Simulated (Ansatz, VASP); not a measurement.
## Two plane-wave programs on Mo

```
CELL_PARAMETERS angstrom
2.60358 0.00000 0.00000
0.00000 2.60358 0.00000
0.00000 0.00000 2.60358
ATOMIC_POSITIONS crystal
Mo 0.00000 0.00000 0.00000
```

Alike in both runs: functional PBE; k mesh 16 × 16 × 16; occupations fermi-dirac, width 0.08 eV; no spin polarisation.

Ansatz relaxed the structure, and its values are those at the end. VASP's run is a single point on that final structure, the one shown.

|  | VASP | Ansatz |
| --- | --- | --- |
| version | VASP 6.6.1 | Ansatz 0.2.0 |
| potentials or method | VASP PAW PBE potentials, release 64 (Mo_sv) | PAW with Ansatz's default frozen-core files, scalar-relativistic |
| plane-wave cutoff (eV) | 520 | 420 |
| valence electrons in the cell | 14 | 14 |

|  | VASP | Ansatz | Ansatz less VASP |
| --- | --- | --- | --- |
| pressure (GPa) | 0.5 | 0.0 | -0.45 |
